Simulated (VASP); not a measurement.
# GaP (F-43m) in VASP: settings compared, part 3 of 3

VASP 6.6.1. The steps go on from the part before.

### Step 4. G0W0 quasiparticle levels, PBE

File POSCAR:

```
GaP                                     
1.0
    0.0000000000      2.7184163014      2.7184163014
    2.7184163014      0.0000000000      2.7184163014
    2.7184163014      2.7184163014      0.0000000000
  Ga              P             
     1     1
Direct
     0.0000000000000000    0.0000000000000000    0.0000000000000000
     0.2500000000000000    0.2500000000000000    0.2500000000000000
```

File INCAR.step1:

```
SYSTEM = GaP
PREC = Accurate ; ENCUT = 500
EDIFF = 1E-8 ; ISMEAR = 0
SIGMA = 0.01 ; LREAL = .False.
LASPH = .True. ; NELM = 80
ALGO = Normal ; LWAVE = .True.
LCHARG = .False. ; GGA = PE
KPAR = 4
```

File INCAR.step2:

```
SYSTEM = GaP
PREC = Accurate ; ENCUT = 500
EDIFF = 1E-8 ; ISMEAR = 0
SIGMA = 0.01 ; LREAL = .False.
LASPH = .True. ; NELM = 1
ALGO = Exact ; LWAVE = .True.
LCHARG = .False. ; GGA = PE
KPAR = 4 ; NBANDS = 160
LOPTICS = .True. ; ISTART = 1
```

File INCAR.step3:

```
SYSTEM = GaP
PREC = Accurate ; ENCUT = 500
EDIFF = 1E-8 ; ISMEAR = 0
SIGMA = 0.01 ; LREAL = .False.
LASPH = .True. ; ALGO = EVGW0
LWAVE = .False. ; LCHARG = .False.
GGA = PE ; KPAR = 4
NELMGW = 1 ; NBANDS = 160
ENCUTGW = 150 ; NOMEGA = 48
PRECFOCK = Fast ; ISTART = 1
NBANDSGW = 17
```

File KPOINTS:

```
regular mesh
0
Gamma
  4 4 4
  0 0 0
```

Potentials or basis: VASP PAW PBE potentials, release 64 (Ga_d_GW, P_GW).

The run is started by

```console
cat potpaw_PBE.64/Ga_d_GW/POTCAR potpaw_PBE.64/P_GW/POTCAR > POTCAR
cp INCAR.step1 INCAR
mpirun -np 4 vasp_std > vasp.out
cp INCAR.step2 INCAR
mpirun -np 4 vasp_std > vasp.out
cp INCAR.step3 INCAR
mpirun -np 4 vasp_std > vasp.out
```

OUTCAR:

```text
SYSTEM = GaP
   PREC = Accurate
   ENCUT = 500
   EDIFF = 1E-8
   ISMEAR = 0
   LREAL = .False.
   LASPH = .True.
   GGA = PE
   NELMGW = 1
   ENCUTGW = 150
   PRECFOCK = Fast
   ISTART = 1

 ion  position               nearest neighbor table
   1  0.000  0.000  0.000-   2 2.35   2 2.35   2 2.35   2 2.35
   2  0.250  0.250  0.250-   1 2.35   1 2.35   1 2.35   1 2.35

  LATTYP: Found a face centered cubic cell.
 ALAT       =     5.4368326028

  Lattice vectors:

 A1 = (   0.0000000000,   2.7184163014,   2.7184163014)
 A2 = (   2.7184163014,   0.0000000000,   2.7184163014)
 A3 = (   2.7184163014,   2.7184163014,   0.0000000000)

Analysis of symmetry for initial positions (statically):
=====================================================================
 Subroutine PRICEL returns:
 Original cell was already a primitive cell.

 Routine SETGRP: Setting up the symmetry group for a
 face centered cubic supercell.

 Subroutine GETGRP returns: Found 24 space group operations
 (whereof 24 operations were pure point group operations)
 out of a pool of 48 trial point group operations.

The static configuration has the point symmetry T_d .

Analysis of symmetry for dynamics (positions and initial velocities):
=====================================================================
 Subroutine PRICEL returns:
 Original cell was already a primitive cell.

 Routine SETGRP: Setting up the symmetry group for a
 face centered cubic supercell.

 Subroutine GETGRP returns: Found 24 space group operations
 (whereof 24 operations were pure point group operations)
 out of a pool of 48 trial point group operations.

The dynamic configuration has the point symmetry T_d .

 Subroutine INISYM returns: Found 24 space group operations
 (whereof 24 operations are pure point group operations),
 and found     1 'primitive' translations

----------------------------------------------------------------------------------------

                                     Primitive cell

  volume of cell :      40.1770

  direct lattice vectors                    reciprocal lattice vectors
     0.000000000  2.718416301  2.718416301    -0.183930622  0.183930622  0.183930622
     2.718416301  0.000000000  2.718416301     0.183930622 -0.183930622  0.183930622
     2.718416301  2.718416301  0.000000000     0.183930622  0.183930622 -0.183930622

  length of vectors
     3.844421202  3.844421202  3.844421202     0.318577182  0.318577182  0.318577182

  position of ions in fractional coordinates (direct lattice)
     0.000000000  0.000000000  0.000000000
     0.250000000  0.250000000  0.250000000

  ion indices of the primitive-cell ions
   primitive index   ion index
                 1           1
                 2           2

----------------------------------------------------------------------------------------

 KPOINTS: regular mesh

Automatic generation of k-mesh.
 Grid dimensions read from file:
 generate k-points for:    4    4    4

 Generating k-lattice:

  Cartesian coordinates                     Fractional coordinates (reciprocal lattice)
    -0.045982655  0.045982655  0.045982655     0.250000000  0.000000000  0.000000000
     0.045982655 -0.045982655  0.045982655     0.000000000  0.250000000  0.000000000
     0.045982655  0.045982655 -0.045982655     0.000000000  0.000000000  0.250000000

  Length of vectors
     0.079644295  0.079644295  0.079644295

  Shift w.r.t. Gamma in fractional coordinates (k-lattice)
     0.000000000  0.000000000  0.000000000

 Subroutine IBZKPT returns following result:
 ===========================================

 Found      8 irreducible k-points:

 Following reciprocal coordinates:
            Coordinates               Weight
  0.000000  0.000000  0.000000      1.000000
  0.250000  0.000000  0.000000      8.000000
  0.500000  0.000000  0.000000      4.000000
  0.250000  0.250000  0.000000      6.000000
  0.500000  0.250000  0.000000     24.000000
 -0.250000  0.250000  0.000000     12.000000
  0.500000  0.500000  0.000000      3.000000
 -0.250000  0.500000  0.250000      6.000000
   k-points           NKPTS =      8   k-points in BZ     NKDIM =     64   number of bands    NBANDS=    160
   number of dos      NEDOS =    301   number of ions     NIONS =      2
   total plane-waves  NPLWV =  21952
   dimension x,y,z NGX =    28 NGY =   28 NGZ =   28
   dimension x,y,z NGXF=    56 NGYF=   56 NGZF=   56
   ions per type =               1   1
   NGX,Y,Z   is equivalent  to a cutoff of  12.11, 12.11, 12.11 a.u.
   NGXF,Y,Z  is equivalent  to a cutoff of  24.22, 24.22, 24.22 a.u.
 SYSTEM =  GaP
   PREC   = accura    normal or accurate (medium, high low for compatibility)
   ISTART =      1    job   : 0-new  1-cont  2-samecut
   ICHARG =      0    charge: 1-file 2-atom 10-const
   ISPIN  =      1    spin polarized calculation?
   LNONCOLLINEAR =      F non collinear calculations
   LSORBIT =      F    spin-orbit coupling
   LASPH  =      T    aspherical Exc in radial PAW
   ENCUT  =  500.0 eV  36.75 Ry    6.06 a.u.   7.01  7.01  7.01*2*pi/ulx,y,z
   NELM   =     60;   NELMIN=  2; NELMDL=  0     # of ELM steps
   EDIFF  = 0.1E-07   stopping-criterion for ELM
   LREAL  =      F    real-space projection
   EDIFFG = 0.1E-06   stopping-criterion for IOM
   NSW    =      0    number of steps for IOM
   IBRION =     -1    ionic relax: 0-MD 1-quasi-New 2-CG
   NFREE  =      0    steps in history (QN), initial steepest desc. (CG)
   ISIF   =      0    stress and relaxation
   ISYM   =      3    0-nonsym 1-usesym 2-fastsym
   POTIM  = 0.5000    time-step for ionic-motion
   TEBEG  =    0.0;   TEEND  =   0.0 temperature during run
   PSTRESS=    0.0 pullay stress
   NELECT =      18.0000    total number of electrons
   NUPDOWN=      -1.0000    fix difference up-down
   EMIN   =  10.00;   EMAX   =-10.00  energy-range for DOS
   EFERMI =   0.00;   METHOD = LEGACY
   ISMEAR =     0;   SIGMA  =   0.01  broadening in eV -4-tet -1-fermi 0-gaus
   EFERMI_NEDOS =   21; number of points for ismear=-14 and -15
   IALGO  =     38    algorithm
   IMIX   =      4    mixing-type and parameters
     AMIX     =   0.40;   BMIX     =  1.00
     AMIX_MAG =   1.60;   BMIX_MAG =  1.00
  volume/ion in A,a.u.               =      20.09       135.56
  Fermi-wavevector in a.u.,A,eV,Ry     =   1.252679  2.367220 21.350316  1.569204
  Thomas-Fermi vector in A             =   2.386568
   LORBIT       =      0    0 simple, 1 ext, 2 COOP (PROOUT), +10 PAW based schemes
   GGA     = PE    functional components
   LHFCALC =     T    Hartree Fock is set to
   PRECFOCK=fast      Normal, Fast or Accurate (Low or Medium for compatibility)
   ENCUT4O =  -1.0   cutoff for four orbital integrals eV
   NKREDX  =     1    reduce k-point grid by
   NKREDY  =     1    reduce k-point grid by
   NKREDZ  =     1    reduce k-point grid by
   AEXX    =    1.0000 exact exchange contribution
   HFSCREEN=    0.0000 screening length (either q_TF or 0.3 A-1)
   HFSCREENC=   0.0000 screening length for correlation (either q_TF or 0.3 A-1)
   ENCUTFOCK=  -1.0 apply spherical cutoff to Coloumb kernel
   IVDW    =     0    specifies the selected vdW correction
   LEPSILON=     F    determine dielectric tensor
   LRPA    =     F    only Hartree local field effects (RPA)
   LRPAFORCE           =     F    calculate RPA forces
   ENCUTGW             = 150.0    cutoff for response function in eV
   ENCUTGWSOFT         = 120.0    soft cutoff for Coulomb kernel in GW response function in eV
   ENCUTLF             =  -1.0    cutoff for local field effects
   NELMGW              =     1    number of iterations in solving QP/BSE equation
   NELMHF              =     1    number of iterations in the inner HF iteration
   NKREDLFX            =     1    NKREDLFY  =   1   NKREDLFZ  =   1
 non-spin polarized calculation
 Gauss-broadening in eV      SIGMA  =   0.01
  energy-cutoff  :      500.00
  volume of cell :       40.18
 maximum number of plane-waves:      1036
  NGX = 16; NGY = 16; NGZ = 16
   NGX = 13   NGY = 13   NGZ = 13
 maximum number of plane-waves:       176

 QP shifts <psi_nk| G(iteration)W_0 |psi_nk>: iteration 1
 for sc-GW calculations column KS-energies equals QP-energies in previous step
 and V_xc(KS)=  KS-energies - (<T + V_ion + V_H > + <T+V_H+V_ion>^1  + <V_x>^1)

 k-point   1 :       0.0000    0.0000    0.0000
  band No.  KS-energies  QP-energies   sigma(KS)   V_xc(KS)     V^pw_x(r,r')   Z            occupation Imag(sigma)

      1     -10.1244     -12.4649     -25.0937     -21.6784     -35.0001       0.6853       2.0000       0.2386
      2     -10.1244     -12.4649     -25.0937     -21.6784     -35.0001       0.6853       2.0000       0.2386
      3     -10.1244     -12.4649     -25.0937     -21.6784     -35.0001       0.6853       2.0000       0.2386
      4     -10.0240     -12.3992     -25.2572     -21.8034     -35.1369       0.6877       2.0000       0.2017
      5     -10.0240     -12.3992     -25.2572     -21.8034     -35.1369       0.6877       2.0000       0.2017
      6      -8.0770      -8.6188     -12.2127     -11.3736     -18.6953       0.6457       2.0000       1.0476
[... 9 lines left out ...]
     16      14.1953      14.4272     -10.5548     -10.8654      -5.0290       0.7466       0.0000      -0.2516
     17      16.9210      16.7849      -8.4345      -8.2534      -2.4556       0.7513       0.0000      -0.4892
[... 130 lines left out ...]
      1     -10.2240     -12.4615     -24.6058     -21.3108     -34.4544       0.6791       2.0000       0.2781
      2     -10.0858     -12.4486     -25.1858     -21.7557     -35.1004       0.6889       2.0000       0.2312
      3     -10.0643     -12.4287     -25.2013     -21.7734     -35.1169       0.6898       2.0000       0.2291
      4     -10.0398     -12.4044     -25.2219     -21.7769     -35.1059       0.6864       2.0000       0.2066
      5     -10.0156     -12.3957     -25.2621     -21.8138     -35.1519       0.6902       2.0000       0.2007
      6      -4.9732      -5.5577     -13.7164     -12.8767     -19.3583       0.6961       2.0000       0.6971
[... 9 lines left out ...]
     16      18.1730      18.4584     -10.8426     -11.2269      -4.0533       0.7428       0.0000      -0.6561
     17      18.3674      18.4220     -10.1859     -10.2585      -3.7370       0.7510       0.0000      -0.6494
```

Wall time 66 s (4 MPI ranks of Intel Xeon Platinum 8488C (Sapphire Rapids), shared host); peak memory 0.36 GiB.

Results:

```
Band gap on the k mesh, mean-field level : 1.61 eV, indirect (least direct gap 1.88 eV)
Quasiparticle gap                        : 2.11 eV
Least direct quasiparticle gap           : 2.79 eV
```

Caveat: the k mesh is coarse (spacing up to 0.50 Å⁻¹), so the values aren't converged; bands, screening cutoff and mesh are small and nothing is extrapolated, so the quasiparticle values aren't converged. A k mesh can miss the band edges.
